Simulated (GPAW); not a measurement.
Al2Cu (Khatyrkite) in GPAW: the effect of target pressure

Al2Cu (Khatyrkite):

```
Cu Al
1.0
    -3.03350    3.03350    2.43850
     3.03350   -3.03350    2.43850
     3.03350    3.03350   -2.43850
Cu Al
2 4
Direct
  0.25000 0.25000 0.00000
  0.75000 0.75000 0.00000
  0.34190 0.15810 0.50000
  0.84190 0.34190 0.18380
  0.65810 0.84190 0.50000
  0.15810 0.65810 0.81620
```

Alike in all runs:

| Item | Value |
| --- | --- |
| Program | GPAW 26.7.0 |
| Task | relaxation of cell and atoms |
| Functional | PBEsol |
| Potentials or basis | PAW data sets generated in the run's folder for this functional |
| Cutoff | 600 eV |
| Basis | pw |
| k mesh | 5 × 5 × 5 |
| Occupations | fermi-dirac, width 0.05 eV |
| Spin | no spin polarisation |

Each run relaxes the cell or the atoms first.

```tsv
target pressure	target pressure	relaxed volume (Å³/atom)
0 GPa	-	?
2 GPa	2 GPa	14.24
5 GPa	5 GPa	13.90
10 GPa	10 GPa	13.42
20 GPa	20 GPa	12.66
30 GPa	30 GPa	12.08
```

Task: What does the run with target pressure 0 GPa give?

Result: Relaxed volume 14.49 Å³/atom.

Worked out: In Murnaghan's law V^(-B') rises as a straight line in P. The other rows fit best with B' = 4.1, V0 = 14.49 Å³/atom and B0 = 111 GPa, which gives 14.49 Å³/atom at 0 GPa, against the run's 14.49.

Caveats: with this Cu data set, volumes or pressures lay over 1.5 % or 2 GPa off other programs in two to four cells of ten; later steps reuse the first step's grids; the volume moved by over 15 % at a fixed basis, so the end points are rough (some runs).
